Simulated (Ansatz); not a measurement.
## Field gradients at the nuclei in LiNbO3 at a changed volume

The cell is a COD entry, relaxed with PBE at fixed cell and then changed (volume scaled by 1.06, ions relaxed).

Space group R3c:H (No. 161); a = 5.2512, c = 14.1372 Å, γ = 120.00°.

| site | Wyckoff | site symmetry | x | y | z |
| --- | --- | --- | --- | --- | --- |
| Li | 6a | 3. | 0.0000 | 0.0000 | 0.7231 |
| Nb | 6a | 3. | 0.0000 | 0.0000 | 0.0035 |
| O | 18b | 1 | 0.6736 | 0.7189 | 0.6080 |

One atom of each set is listed; the run and its k-mesh use a cell of 10 atoms with edges of 5.60, 5.60, 5.60 Å.

All values are calculated (Ansatz; DFT, PBE, plane waves and PAW, scalar-relativistic, 420 eV cutoff, Γ-centred 7×7×7 k-points, Fermi–Dirac smearing 0.02 eV), not measured.

Conventions: |V_zz| ≥ |V_yy| ≥ |V_xx|, η = (V_xx − V_yy)/V_zz, C_Q = eQV_zz/h.

⁷Li: I = 3/2, Q = -40.10 mb; Nb-93: I = 9/2, Q = -320.0 mb; ¹⁷O: I = 5/2, Q = -25.58 mb. Nuclear quadrupole moments: year-2017 set (Pyykkö).

**Question.** What field gradients does the calculation give at each kind of site?

**Answer.** 

```
site  atoms                                                    first shell  V_xx, V_yy, V_zz (10²¹ V/m²)     η  C_Q (MHz)
  Li      2                                             6 O at 2.14–2.29 Å         -0.027, -0.027, 0.054  0.00     -0.052
  Nb      2                                             6 O at 1.88–2.18 Å            -1.60, -1.60, 3.20  0.00      -24.7
   O      6  2 Nb at 1.88–2.18 Å, 2 Li at 2.14–2.29 Å; also 1 Li at 3.33 Å           -0.093, -1.94, 2.03  0.91      -1.26
```

An axis of threefold or higher order runs through Li and Nb, so V_zz lies along it and η is zero.

Without spin–orbit coupling (the program notes it for Nb) the gradients are little affected as a rule: paired runs on crystals with a gap mostly move them by under 2 % at such atoms. With these PAW files V_zz is typically within 2 to 3 % of all-electron values, but misses above 10 % occur on Li.

The relaxation (5 steps) took 27 s of wall time (94 s of CPU time) and 0.65 GiB at its peak, on 4 threads of Intel Xeon Platinum 8259CL CPU @ 2.50GHz (Skylake/Cascade Lake) (x86_64; 16 cores open to the job, memory cap 8.0 GiB, no GPU), a shared host with a load of 0.6 a core.
